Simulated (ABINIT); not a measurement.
Crystal: Ni.

```
Ni
1.0
    -1.38372    1.38372    1.38372
     1.38372   -1.38372    1.38372
     1.38372    1.38372   -1.38372
Ni
1
Direct
  0.00000 0.00000 0.00000
```

This isn't the form of Ni at room conditions, which is fcc.

Base run:

* Program: ABINIT 10.8.3 (patched build)
* Functional: LDA
* Potentials or basis: PseudoDojo NC SR LDA v0.4.1 standard
* Cutoff: 1252 eV
* k mesh: 16 × 16 × 16, with 2 shifts
* Occupations: fermi-dirac, width 0.2 eV
* Spin: collinear spin, ferromagnetic start
* Starting moments: [1.0] μB

Its results: pressure -10.5 GPa; net moment 0.00 μB per cell.

Problem. The run is repeated on the same cell with these changes: k mesh from 16 × 16 × 16, with 2 shifts to 10 × 10 × 10; occupations from fermi-dirac, width 0.2 eV to fermi-dirac, width 0.05 eV. What comes out?

Solution. Pressure -12.0 GPa; net moment 0.36 μB per cell; site moments Ni +0.38 μB.

Not every run made on this cell is shown here.
